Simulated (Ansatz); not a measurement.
MoS2 under changes of volume

One of the cells (17.728 Å³/atom); the others are scaled copies at fixed shape and fractional positions:

```xyz
3
Lattice="1.5800 0.9122 6.1500 -1.5800 0.9122 6.1500 0.0000 -1.8244 6.1500" Properties=species:S:1:pos:R:3 pbc="T T T"
Mo    0.0000    0.0000    0.0000
S     0.0000    0.0000    7.6936
S     0.0000    0.0000    4.6125
```

Measurements of this composition are mostly on another form, of space group No. 194.

| Property | Result |
| --- | --- |
| Program | Ansatz 0.2.0 |
| Functional | r2SCAN |
| Potentials or basis | Ansatz PAW |
| Cutoff | 500 eV (not typed: the program's choice for these potentials) |
| k mesh | 10 × 10 × 10 |
| Occupations | fermi-dirac, width 0.05 eV |
| Spin | no spin polarisation |

```tsv
volume (Å³/atom)	energy over the lowest point (meV/atom)	pressure (GPa)	gap on the mesh (eV)	largest force (eV/Å)
16.664	?	?	?	?
17.019	40.14	11.7	1.03	1.116
17.373	18.76	7.7	1.04	0.725
17.728	5.65	4.2	1.06	0.363
18.083	0.00	1.0	1.07	0.084
18.437	1.05	-1.9	1.08	0.364
18.792	8.15	-4.5	1.08	0.650
```

What does the run at 16.664 Å³/atom give?

Energy over the lowest point 70.71 meV/atom; pressure 16.0 GPa; gap on the mesh 1.01 eV; largest force 1.538 eV/Å.

Worked out: A Birch-Murnaghan fit of order 3 (a polynomial in V^(-2/3)) to the other rows has its minimum at 18.20 Å³/atom with B0 = V·E''(V) = 150 GPa and B' = 4.5 at fixed shape and positions, which overstates the stiffness. It gives 70.83 meV/atom at 16.664 Å³/atom, against the run's 70.71, and -dE/dV = 16.1 GPa, against 16.0. A straight line through the other rows of the gap, of slope 0.549 eV per unit of ln V, extrapolates to 1.02 eV, against the run's 1.01.

Energies are extrapolated to zero smearing.

Caveats: the PAW data sets come from PBE, with cores solved anew for the run's functional, which leaves a small shift of forces and pressure; forces of over 1 eV/Å show positions far from the minimum, so gaps and moduli don't describe the material at rest (some runs).

A mesh can miss the band edges. Spin-orbit coupling on Mo is left out.
